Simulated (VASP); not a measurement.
A run of VASP 6.6.1 is set up as follows.

File INCAR:

```
PREC = Accurate
ENCUT = 600
EDIFF = 1E-7
ISMEAR = 0
SIGMA = 0.03
LREAL = False
LASPH = True
NELM = 80
ALGO = Normal
ISIF = 3
LWAVE = False
LCHARG = False
GGA = CA
IBRION = 2
NSW = 90
EDIFFG = -0.005
KPAR = 2
```

The input KPOINTS:

```
regular mesh
0
Gamma
  8 8 8
```

The input POSCAR:

```
Li2S                                    
1.0
    0.0000000000      2.7829341633      2.7829341633
    2.7829341633      0.0000000000      2.7829341633
    2.7829341633      2.7829341633      0.0000000000
  Li              S             
     2     1
Direct
     0.2500000000000000    0.2500000000000000    0.2500000000000000
     0.7500000000000000    0.7500000000000000    0.7500000000000000
     0.0000000000000000    0.0000000000000000    0.0000000000000000
```

Potentials or basis: VASP PAW LDA potentials, release 64 (Li_sv, S).

Run with:

```sh
$ cat potpaw_LDA.64/Li_sv/POTCAR potpaw_LDA.64/S/POTCAR > POTCAR
$ mpirun -np 2 vasp_std > vasp.out
```

(1) Estimate the band gap on the k mesh.

(2) What does it give for the space group after relaxing (to 0.05 Å)?

## Answers

(1) 3.11 eV, indirect (least direct gap 4.44 eV).

(2) Fm-3m (No. 225).
